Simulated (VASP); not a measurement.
**SnO under changes of volume**

One of the cells (17.769 Å³/atom); the others are scaled copies at fixed shape and fractional positions:

```xyz
4
Lattice="3.8137 0.0000 0.0000 0.0000 3.8137 0.0000 0.0000 0.0000 4.8869" Properties=species:S:1:pos:R:3 pbc="T T T"
Sn    1.9068    0.0000    3.7367
Sn    0.0000    1.9068    1.1503
O     0.0000    0.0000    0.0000
O     1.9068    1.9068    0.0000
```

The cell is a database's computed one.

| Property | Result |
| --- | --- |
| Program | VASP 6.6.1 |
| Functional | r2SCAN |
| Potentials or basis | VASP PAW PBE potentials, release 64 (Sn_d, O) |
| Cutoff | 520 eV |
| k mesh | 6 × 6 × 6 |
| Occupations | gaussian, width 0.02 eV |
| Spin | no spin polarisation |

| volume (Å³/atom) | energy over the lowest point (meV/atom) | pressure (GPa) | gap on the mesh (eV) | largest force (eV/Å) |
| --- | --- | --- | --- | --- |
| 17.058 | 10.72 | 4.5 | 0.11 | 0.628 |
| 17.414 | 2.91 | 2.2 | 0.20 | 0.309 |
| 17.769 | 0.00 | 0.1 | 0.29 | 0.013 |
| 18.125 | ? | ? | ? | ? |
| 18.480 | 6.87 | -3.4 | 0.45 | 0.525 |

Task: What does the run at 18.125 Å³/atom give?

Result: Energy over the lowest point 1.44 meV/atom; pressure -1.8 GPa; gap on the mesh 0.37 eV; largest force 0.269 eV/Å.

Worked out: A Birch-Murnaghan fit of order 2 (a polynomial in V^(-2/3)) to the other rows has its minimum at 17.82 Å³/atom with B0 = V·E''(V) = 98 GPa at fixed shape and positions, which overstates the stiffness. It gives 1.45 meV/atom at 18.125 Å³/atom, against the run's 1.44, and -dE/dV = -1.6 GPa, against -1.8. A straight line through the other rows of the gap, of slope 4.25 eV per unit of ln V, gives 0.37 eV, against the run's 0.37.

Energies are extrapolated to zero smearing.

Caveats: the PAW data sets were made with another functional, which shifts forces and pressure a little; spin-orbit coupling is left out, which moves the levels of the heavy elements.

A mesh can miss the band edges.
